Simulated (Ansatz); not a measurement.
## BN: stiffness from a series of strains

```yaml
crystal:
  lattice:
    - [0.00000, 1.80750, 1.80750]
    - [1.80750, 0.00000, 1.80750]
    - [1.80750, 1.80750, 0.00000]
  atoms:
    - { symbol: B, position: [0.00000, 0.00000, 0.00000] }
    - { symbol: N, position: [0.75000, 0.75000, 0.75000] }
```

Atoms are numbered in the order listed.

The cell comes from COD entry 9008834, which wasn't checked; take it as a given geometry.

Level of theory: DFT, PBEsol, all-electron LAPW, scalar-relativistic (Ansatz 0.2.0).

The runs use a Γ-centred 13×13×13 k mesh, Fermi–Dirac smearing of 0.03 eV, basis error target 1 meV/atom, no spin polarisation.

The strain is applied along the Cartesian axes of the cell as listed (the other components stay zero). Fractional coordinates are held (clamped ions).

σ is the change of stress from the unstrained cell, which is at -2.93 GPa; tension is positive, so slopes are stress–strain coefficients at that pressure.

Only quantities that a quadratic follows smoothly over the whole series are listed; rougher ones are left out.

| εzz | σzz (GPa) | σxx (GPa) |
| --- | --- | --- |
| -0.0300 | -24.18 | -6.00 |
| -0.0100 | -7.88 | -1.82 |
| 0.0000 | 0.00 | 0.00 |
| 0.0100 | 7.71 | 1.64 |
| 0.0200 | 15.25 | 3.12 |
| 0.0300 | 22.62 | 4.45 |

Problem. Fit the series and read off the stiffness at zero strain.

Solution. Least-squares fits y = p0 + p1 x + p2 x² to the rows give σzz (GPa): p1 = 780, p2 = -870; σxx (GPa): p1 = 174, p2 = -860. So C11 = 780 GPa and C12 = 174 GPa, which gives B = (C11 + 2 C12)/3 = 376 GPa.

Problem. One run, at εzz = -0.0200, is withheld. Predict its row.

Solution. The fits give -15.95, -3.83; the run gave -15.94, -3.81.
